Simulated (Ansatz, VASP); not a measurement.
## Two plane-wave programs on MgO (Periclase)

POSCAR

```
MgO
1.0
    0.0000000000      1.8486145507      1.8486145507
    1.8486145507      0.0000000000      1.8486145507
    1.8486145507      1.8486145507      0.0000000000
Mg O
1 1
Direct
    0.0000000000      0.0000000000      0.0000000000
    0.5000000000      0.5000000000      0.5000000000
```

INCAR.step1

```
PREC = Accurate ; ENCUT = 520
ISMEAR = 0 ; SIGMA = 0.05
LREAL = F ; LASPH = T
NELM = 100 ; NBANDS = 11
GGA = PE ; ALGO = Normal
EDIFF = 1E-4 ; LWAVE = T
LCHARG = F
```

INCAR.step2

```
PREC = Accurate ; ENCUT = 520
EDIFF = 1E-6 ; ISMEAR = 0
SIGMA = 0.05 ; LREAL = F
LASPH = T ; NELM = 100
ALGO = Normal ; ISIF = 2
LWAVE = F ; LCHARG = F
METAGGA = R2SCAN ; LMIXTAU = T
NBANDS = 11 ; ISTART = 1
```

KPOINTS

```
regular mesh
0
Gamma
  10 10 10
```

Input for Ansatz:

```yaml
crystal:
  lattice:
    - [0.0, 1.8486145507, 1.8486145507]
    - [1.8486145507, 0.0, 1.8486145507]
    - [1.8486145507, 1.8486145507, 0.0]
  atoms:
    - { symbol: Mg, position: [0.0, 0.0, 0.0] }
    - { symbol: O, position: [0.5, 0.5, 0.5] }
basis:
  ecutwfc: 500
  ecutrho_ratio: 4
kpoints:
  mp_grid: { grid: [10, 10, 10] }
hamiltonian:
  xc: r2scan
scf:
  occupations: { method: gaussian, width: 0.05 }
output:
  forces: true
  stress: true
  eigenvalues: true
```

Alike in both runs: task single point; functional r2SCAN; k mesh 10 × 10 × 10; occupations gaussian, width 0.05 eV; no spin polarisation.

```csv
,VASP,Ansatz
version,VASP 6.6.1,Ansatz 0.2.0
potentials or method,"VASP PAW PBE potentials, release 64 (Mg, O)","scalar-relativistic, plane waves, PAW"
plane-wave cutoff (eV),520,500
valence electrons in the cell,8,16
```

|  | VASP | Ansatz | Ansatz less VASP |
| --- | --- | --- | --- |
| gap on the k mesh at the Fermi level (eV) | 10.21 | 10.24 | +0.035 |
| least direct gap on the mesh (eV) | 10.64 | 10.66 | +0.019 |

The functional is the same, so the differences come from potentials, cutoffs and numerics. The two sets of potentials don't hold the same shells in valence.

 A k mesh can miss the band edges. r2SCAN opens gaps a little over a GGA but as a rule still falls short of measured ones.
